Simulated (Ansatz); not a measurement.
MnS:

```
CELL_PARAMETERS angstrom
0.00000 2.60450 2.60450
2.60450 0.00000 2.60450
2.60450 2.60450 0.00000
ATOMIC_POSITIONS crystal
Mn 0.00000 0.00000 0.00000
S 0.50000 0.50000 0.50000
```

Alike in all runs: program Ansatz 0.2.0; functional PBEsol; potentials or basis Ansatz PAW; cutoff 420 eV (not typed: the program's choice for these potentials); k mesh 9 × 9 × 9; occupations fermi-dirac, width 0.05 eV.

The same cell was started in several ways:

| start | free energy over the lowest (meV/atom) | net moment (μB) | site or absolute moments (μB) | gap |
| --- | --- | --- | --- | --- |
| collinear spin, random start of up to 0.92 μB | 0.0 | 4.68 | Mn +4.18; S +0.14 | none (metal or under the smearing width) |
| collinear spin, ferromagnetic start of up to 5.5 μB | 0.0 | 4.68 | Mn +4.18; S +0.14 | none (metal or under the smearing width) |
| collinear spin, ferromagnetic start of up to 4 μB | 0.0 | 4.68 | Mn +4.18; S +0.14 | none (metal or under the smearing width) |
| no spin polarisation | 1046.3 | - | - | none (metal or under the smearing width) |

Allowing spin polarisation gains 1046 meV/atom. A still lower state may exist.

Caveats: semilocal functionals often make such compounds metallic where correlation or magnetic order opens a gap, which also shifts bond lengths; a cell with one magnetic atom can't hold antiferromagnetic order, which such compounds often take (some runs).
